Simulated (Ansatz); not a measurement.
# Band topology of KI with spin–orbit coupling (computed with Ansatz 0.2.0)

Space group Fm-3m (No. 225), 2 atoms in the cell of the first input below: a = 4.984 Å, b = 4.984 Å, c = 4.984 Å, α = 60.00°, β = 60.00°, γ = 60.00°.

The structure is a measured one, not always of the ambient phase, taken without relaxation (pressure 0.7 GPa with this functional, without spin–orbit coupling). Functional: PBE.

Input:

```yaml
crystal:
  lattice:
    - [0.0, 3.5245498478, 3.5245498478]
    - [3.5245498478, 0.0, 3.5245498478]
    - [3.5245498478, 3.5245498478, 0.0]
  atoms:
    - { symbol: K, position: [0.0, 0.0, 0.0] }
    - { symbol: I, position: [0.5, 0.5, 0.5] }
basis:
  ecutwfc: 420
  ecutrho_ratio: 4
kpoints:
  mp_grid: { grid: [6, 6, 6] }
hamiltonian:
  xc: pbe
scf:
  occupations: { method: gaussian, width: 0.05 }
output:
  forces: true
  stress: true
  eigenvalues: true
  populations: true
  topological_invariants: true
magnetization:
  noncollinear: true
  spin_orbit: true
```

```bash
ansatz run input.yaml --threads 4 --pin off --max-ram 9216MiB --backend cpu --events-out ev --progress --plain --runs-dir out
```

Time: 29 s on 4 threads of Arm Neoverse V2, with other jobs on the host, peak memory 0.8 GiB.

Without spin–orbit coupling the gap on a 8×8×8 mesh is 3.98 eV. With it, in a separate run (self-consistent on 6×6×6, bands on 12×12×12), a gap of 3.66 eV parts the filled from the empty bands (a gap on a mesh is an upper bound, as the edges may lie between its points, so gaps on unlike meshes don't measure the coupling's effect alone). The indices are those of the lowest 26 bands, and their direct separation from the next band is open.

Odd-parity bands among them at the eight time-reversal-invariant momenta (inversion centre at 0.000 0.000 0.000):

| k | odd bands |
| --- | --- |
| 0.0 0.0 0.0 | 12 |
| 0.0 0.0 0.5 | 18 |
| 0.0 0.5 0.0 | 18 |
| 0.0 0.5 0.5 | 12 |
| 0.5 0.0 0.0 | 18 |
| 0.5 0.0 0.5 | 12 |
| 0.5 0.5 0.0 | 12 |
| 0.5 0.5 0.5 | 18 |

Q: What are the Z2 indices by the rule of Fu and Kane?

A: Each Kramers pair counts once, so δ = (−1)^(odd bands / 2): +, −, −, +, −, +, +, −. The product of all eight gives ν0, the products over the planes k_i = 1/2 the weak indices: (0;000). The Wilson-loop planes give (0;000).

Q: The cell is scaled in volume by 0.96 and 1.05 with the atoms carried along. Do the indices change?

A: No.

```tsv
volume ratio	pressure with spin–orbit coupling (GPa)	smallest direct separation sampled (eV)	at k	separation	Z2
0.96	1.3	3.758	0.00 0.00 0.00	open	(0;000)
1.00	0.7	3.662	0.00 0.00 0.00	open	(0;000)
1.05	0.1	3.554	0.00 0.00 0.00	open	(0;000)
```

Caveats: Kohn–Sham gaps are too small; Z2 indices don't see topology that rests on crystal symmetry, and an even number of inversions cancels.

KI is a topologically trivial ionic insulator at all three volumes. The negative parity products at the L points are no sign of band inversion. With the inversion centre on potassium, the Bloch phase at L reverses the parity of every iodine-centred state, so the filled iodine s and d shells count as odd and the p shell as even. The tabulated counts are thus those of closed-shell K⁺ and I⁻ ions, an atomic limit. Spin–orbit coupling splits the iodine p states at the valence edge, but the gap to the cation- and anion-derived s-like conduction states is far too wide for it to exchange them.

The smallest sampled direct separation stays at Γ and falls from 3.758 to 3.554 eV as the lattice expands. This probably reflects a weaker Madelung potential and less kinetic confinement of the diffuse conduction state. Expansion therefore moves the bands slowly towards each other, without bringing them near inversion in the range sampled. The result doesn't carry over to the CsCl-type phase that KI adopts under compression.
